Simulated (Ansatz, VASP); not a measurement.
## One calculation of SrO, two programs

```
Sr O
1.0
     0.00000    2.59104    2.59104
     2.59104    0.00000    2.59104
     2.59104    2.59104    0.00000
Sr O
1 1
Cartesian
  0.0000 0.0000 0.0000
  2.5910 2.5910 2.5910
```

Change from the starting cell: volume scaled by 1.025.

Alike in both runs: task single point; functional LDA; k mesh 8 × 8 × 8; occupations fermi-dirac, width 0.02 eV; no spin polarisation.

|  | VASP | Ansatz |
| --- | --- | --- |
| version | VASP 6.6.1 | Ansatz 0.2.0 |
| potentials or method | VASP PAW LDA potentials, release 64 (Sr_sv, O), cutoff 520 eV | all-electron LAPW, scalar-relativistic |

VASP gave:

* gap on the k mesh at the Fermi level (eV): 3.12
* pressure (GPa): -5.5

Q: Estimate Ansatz's values.

A: gap on the k mesh at the Fermi level (eV): 3.17; pressure (GPa): -6.2.

Ansatz ran all-electron here, so the differences hold the error of VASP's frozen core and of both bases.

A k mesh can miss the band edges.
